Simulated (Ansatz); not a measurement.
CuI:

```
CELL_PARAMETERS angstrom
4.09020 0.00000 0.00000
0.00000 4.09020 0.00000
0.00000 0.00000 6.55146
ATOMIC_POSITIONS crystal
I 0.00000 0.50000 0.74303
I 0.50000 0.00000 0.25697
Cu 0.00000 0.00000 0.00000
Cu 0.50000 0.50000 0.00000
```

Measurements of this composition are mostly on another form, of space group No. 216.

Base run:

```yaml
Program: Ansatz 0.2.0
Functional: r2SCAN
Potentials_or_basis: Ansatz PAW
Cutoff: "500 eV (not typed: the program's choice for these potentials)"
k_mesh: 7 × 7 × 4
Occupations: fermi-dirac, width 0.05 eV
Spin: no spin polarisation
```

Its results: band gap on the k mesh 2.09 eV, direct; pressure 0.2 GPa; largest force 0.005 eV/Å.

The run is repeated on the same cell with these changes: functional from r2SCAN to LDA; cutoff from 500 eV (not typed: the program's choice for these potentials) to 420 eV (not typed: the program's choice for these potentials). What comes out?

Band gap on the k mesh 1.41 eV, direct; pressure -3.6 GPa; largest force 0.490 eV/Å.

r2SCAN gives the wider gap, since meta-GGAs in the generalised Kohn-Sham scheme recover part of the derivative discontinuity.

Caveats: spin-orbit coupling is left out, which moves the levels of the heavy elements; the PAW data sets come from PBE, with cores solved anew for the run's functional, which leaves a small shift of forces and pressure.
